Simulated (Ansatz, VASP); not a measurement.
## InGa3P4 in VASP and in Ansatz

```
In Ga P
1.0
     0.00000    2.77775   -2.77775
    -2.77775   -5.55550   -2.77775
    -5.55550    2.77775    2.77775
In Ga P
1 3 4
Cartesian
  -2.7778 0.0000 -2.7778
  0.0000 0.0000 0.0000
  -5.5555 0.0000 0.0000
  -2.7778 2.7778 0.0000
  -4.1666 -1.3889 -1.3889
  -1.3889 1.3889 -1.3889
  -6.9444 1.3889 -1.3889
  -4.1666 1.3889 1.3889
```

The cell comes from a database or a generator and needn't be the stable form of this composition.

Alike in both runs: task single point; functional PBEsol; k mesh 6 × 6 × 4; occupations gaussian, width 0.1 eV; no spin polarisation.

```csv
,VASP,Ansatz
version,VASP 6.6.1,Ansatz 0.2.0
potentials or method,"VASP PAW PBE potentials, release 64 (In_d, Ga_d, P)","scalar-relativistic, plane waves, PAW"
plane-wave cutoff (eV),520,420
valence electrons in the cell,72,72
```

|  | VASP | Ansatz | Ansatz less VASP |
| --- | --- | --- | --- |
| gap on the k mesh at the Fermi level (eV) | 1.19 | 1.19 | -0.002 |
| least direct gap on the mesh (eV) | 1.19 | 1.19 | -0.002 |
| pressure (GPa) | 0.5 | 0.6 | +0.07 |
| largest component of the traceless stress (GPa) | 0.07 | 0.07 | -0.001 |
| rms of the force components (eV/Å) | 0.599 | 0.600 | +0.0013 |

Atom by atom the forces differ by 0.001 eV/Å (rms over components). Ansatz warned: «pseudo_functional_mismatch».

Caveats: the PAW data sets were made with another functional, which shifts forces and pressure a little (VASP); spin-orbit coupling is left out, which moves the levels of the heavy elements. A k mesh can miss the band edges. PBEsol gaps usually lie below the measured ones, often by a third to a half.
